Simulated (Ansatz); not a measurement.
# Sb: a surface, (100), 4 layers

Aim: cut a slab of Sb (100), 4 layers from the relaxed bulk, relax it, and get surface energy and work function. Methods of the runs shown: PAW. Its runs: bulk cell relaxed (PAW); bulk in the slab's orientation (PAW); the reference run (PAW); atoms relaxed (PAW); vacuum of 22 Å (PAW); core holes in 3d of Sb (PAW).

Method: DFT, PBE, PAW with Ansatz's default frozen-core files, scalar-relativistic, in Ansatz 0.2.0.

1 further run of the same task is left out (it didn't finish).

## (1) The system as given

The structure is cubic, space group Fm-3m (No. 225). Conventional cell: a = 4.820 Å, b = 4.820 Å, c = 4.820 Å, α = 90.00°, β = 90.00°, γ = 90.00°. Sb (site symmetry m-3m) has 12 Sb at 3.41 Å as nearest neighbours.

Structure file:

```xyz
1
Lattice="0.0000 2.4101 2.4101 2.4101 0.0000 2.4101 2.4101 2.4101 0.0000" Properties=species:S:1:pos:R:3 pbc="T T T"
Sb    0.0000    0.0000    0.0000
```

## (2) Bulk cell relaxed, PAW

Contents of input.yaml:

```yaml
crystal:
  lattice:
    - [0.0, 2.4101422642, 2.4101422642]
    - [2.4101422642, 0.0, 2.4101422642]
    - [2.4101422642, 2.4101422642, 0.0]
  atoms:
    - { symbol: Sb, position: [0.0, 0.0, 0.0] }
kpoints:
  mp_grid: { grid: [16, 16, 16] }
scf:
  occupations: { method: fermi_dirac, width: 0.05 }
hamiltonian:
  xc: pbe
  pseudopotentials: { kind: paw }
output:
  forces: true
  stress: true
relax:
  f_tol: 0.005
  max_steps: 40
  cell: {}
```

Run with:

```
ansatz run input.yaml --threads 1 --pin off --max-ram 3584MiB --backend cpu --events-out ev --progress --plain --runs-dir out
```

After this run come: Bulk in the slab's orientation, PAW; Slab as cut, PAW; Atoms relaxed, PAW; Vacuum of 22 Å, PAW; Core holes in 3d of Sb, PAW.

Before running it: what results should come out? Wanted: surface energy; work function; outer layer spacing; core-level shifts among the layers.

The runs gave:

```
                                      quantity                    value
                 surface energy (PAW, relaxed)                0.25 J/m²
                  work function (PAW, relaxed)                  4.15 eV
                     outer layer spacing (PAW)            2.40 → 1.96 Å
core-level shifts among the layers (PAW holes)  Sb1 +0.00, Sb2 +0.17 eV
```

What this shows: By PAW the surface costs 0.33 J/m² as cut and 0.25 J/m² relaxed. The outermost spacing changes by -18.0 % (PAW). Vacuum of 22 Å moves the work function by less than 0.01 eV (PAW). Thickness wasn't converged, and no reconstruction was sought. Spin-orbit coupling is left out, though the cell holds Sb; in elements this heavy it can shift bands and gaps by tenths of an eV.
